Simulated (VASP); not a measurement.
Computed with r2SCAN+rVV10, VASP's PBE PAW potentials (set 64) (plane waves; VASP 6.6.1).

A VASP calculation is set up with these files.

KPOINTS:
```
Regular mesh
0
Gamma
  9 9 9
```

### INCAR
```
! general
SYSTEM    =  Li2O
PREC      =  Accurate
ENCUT     =  520   ! plane-wave cut-off (eV)
LREAL     =  .FALSE.
LASPH     =  .TRUE.   ! aspherical one-centre terms

! electronic loop
EDIFF     =  1E-7   ! SCF stop (eV)
NELM      =  100   ! most electronic steps
ALGO      =  Normal   ! blocked Davidson
LMIXTAU   =  .TRUE.

! smearing
ISMEAR    =  -5   ! tetrahedra, Bloechl

! functional
METAGGA   =  R2SCAN
LUSE_VDW  =  .TRUE.
BPARAM    =  11.95
CPARAM    =  0.0093

! ions
ISIF      =  2   ! forces and stress, cell fixed

! output
LWAVE     =  .FALSE.
LCHARG    =  .FALSE.
LORBIT    =  11   ! lm-projected
NEDOS     =  601

! other
LEFG      =  .TRUE.
```

POSCAR:
```
Li2O
1
    0.0000000000     2.2836809585     2.2836809585
    2.2836809585     0.0000000000     2.2836809585
    2.2836809585     2.2836809585     0.0000000000
Li O
2 1
Direct
  0.2500000000   0.2500000000   0.2500000000
  0.7500000000   0.7500000000   0.7500000000
  0.0000000000   0.0000000000   0.0000000000
```

**KPOINTS_OPT**
```
k-points along high-symmetry lines
10
Line-mode
Reciprocal
  0.000000   0.000000   0.000000 ! GAMMA
  0.500000   0.000000   0.500000 ! X

  0.500000   0.000000   0.500000 ! X
  0.625000   0.250000   0.625000 ! U

  0.375000   0.375000   0.750000 ! K
  0.000000   0.000000   0.000000 ! GAMMA

  0.000000   0.000000   0.000000 ! GAMMA
  0.500000   0.500000   0.500000 ! L

  0.500000   0.500000   0.500000 ! L
  0.500000   0.250000   0.750000 ! W

  0.500000   0.250000   0.750000 ! W
  0.500000   0.000000   0.500000 ! X
```

POTCAR, in this order: Li_sv O (PBE.64 set). Program: vasp_std.

The run wrote:

File OSZICAR:
```
       N       E                     dE             d eps       ncg     rms          rms(c)
DAV:   1     0.380425583258E+02    0.38043E+02   -0.64249E+03   700   0.135E+03
DAV:   2    -0.159545828475E+02   -0.53997E+02   -0.52505E+02   838   0.244E+02
DAV:   3    -0.210177229241E+02   -0.50631E+01   -0.50432E+01  1218   0.639E+01
DAV:   4    -0.210760311265E+02   -0.58308E-01   -0.58234E-01   968   0.801E+00
DAV:   5    -0.210763949113E+02   -0.36378E-03   -0.36377E-03  1024   0.516E-01    0.669E+00
DAV:   6    -0.164954721868E+02    0.45809E+01   -0.42136E+00   904   0.155E+01    0.207E+00
DAV:   7    -0.165655346293E+02   -0.70062E-01   -0.11304E+00   866   0.848E+00    0.210E+00
DAV:   8    -0.190478084900E+02   -0.24823E+01   -0.38868E+00   992   0.150E+01    0.294E+00
DAV:   9    -0.165078946412E+02    0.25399E+01   -0.19732E+00  1084   0.110E+01    0.751E-01
DAV:  10    -0.164776922605E+02    0.30202E-01   -0.22285E-01   854   0.453E+00    0.294E-01
DAV:  11    -0.164669709458E+02    0.10721E-01   -0.18009E-02   816   0.140E+00    0.370E-01
DAV:  12    -0.164727810761E+02   -0.58101E-02   -0.18350E-02   756   0.146E+00    0.762E-02
DAV:  13    -0.164740433415E+02   -0.12623E-02   -0.46974E-04   792   0.293E-01    0.363E-02
DAV:  14    -0.164738837455E+02    0.15960E-03   -0.12786E-04   842   0.146E-01    0.447E-02
DAV:  15    -0.164742535995E+02   -0.36985E-03   -0.22797E-04   732   0.200E-01    0.878E-03
DAV:  16    -0.164743375319E+02   -0.83932E-04   -0.44634E-05   734   0.979E-02    0.239E-03
DAV:  17    -0.164743417419E+02   -0.42100E-05   -0.38030E-06   842   0.291E-02    0.212E-03
DAV:  18    -0.164743402676E+02    0.14743E-05   -0.34053E-06   738   0.256E-02    0.590E-04
DAV:  19    -0.164743452632E+02   -0.49956E-05   -0.49240E-07   758   0.949E-03    0.281E-04
DAV:  20    -0.164743454923E+02   -0.22905E-06   -0.43717E-08   866   0.276E-03    0.121E-04
DAV:  21    -0.164743456405E+02   -0.14820E-06   -0.55176E-09   412   0.785E-04    0.532E-05
DAV:  22    -0.164743457666E+02   -0.12615E-06   -0.18917E-09   390   0.451E-04    0.155E-05
DAV:  23    -0.164743457878E+02   -0.21245E-07   -0.43575E-10   386   0.204E-04
   1 F= -.16474346E+02 E0= -.16474346E+02  d E =0.000000E+00
       N       E                     dE             ncg
       N       E                     dE             ncg
```

OUTCAR:
```
------------------------ aborting loop because EDIFF is reached ----------------------------------------
  FORCE on cell =-STRESS in cart. coord.  units (eV):
  Direction    XX          YY          ZZ          XY          YZ          ZX
  --------------------------------------------------------------------------------------
  Total       -0.0080521     -0.0080521     -0.0080521      0.0000000      0.0000000     -0.0000000
  in kB       -0.5416070     -0.5416070     -0.5416070      0.0000000      0.0000000     -0.0000000
  external PRESSURE =      -0.5416070 kB  Pullay stress =       0.0000000 kB
  volume of cell :       23.82
      direct lattice vectors                 reciprocal lattice vectors
     0.000000000  2.283680959  2.283680959    -0.218944769  0.218944769  0.218944769
     2.283680959  0.000000000  2.283680959     0.218944769 -0.218944769  0.218944769
     2.283680959  2.283680959  0.000000000     0.218944769  0.218944769 -0.218944769
 POSITION                                       TOTAL-FORCE (eV/Angst)
 -----------------------------------------------------------------------------------
      1.14184      1.14184      1.14184        -0.000000     -0.000000     -0.000000
      3.42552      3.42552      3.42552         0.000000      0.000000      0.000000
      0.00000      0.00000      0.00000         0.000000     -0.000000     -0.000000
 -----------------------------------------------------------------------------------
    total drift:                               -0.000000      0.000000      0.000000
  FREE ENERGIE OF THE ION-ELECTRON SYSTEM (eV)
  ---------------------------------------------------
  free  energy   TOTEN  =       -16.4743457878 eV

  energy  without entropy=      -16.4743457878  energy(sigma->0) =      -16.47434579

 total charge

# of ion       s       p       d       tot
------------------------------------------
    1        2.033   0.037   0.000   2.070
    2        2.033   0.037   0.000   2.070
    3        1.538   3.536   0.000   5.073
--------------------------------------------------
tot          5.605   3.609   0.000   9.213

 Electric field gradients after diagonalization (V/A^2)
 (convention: |V_zz| > |V_xx| > |V_yy|)
----------------------------------------------------------------------
 ion       V_xx      V_yy      V_zz     asymmetry (V_yy - V_xx)/ V_zz
----------------------------------------------------------------------
   1      -0.006    -0.006     0.012       0.000
   2      -0.006    -0.006     0.012       0.000
   3      -0.003    -0.003     0.006       0.000
```
(Selected blocks of OUTCAR.)

The compound is Li2O in the antifluorite structure. It was relaxed first.
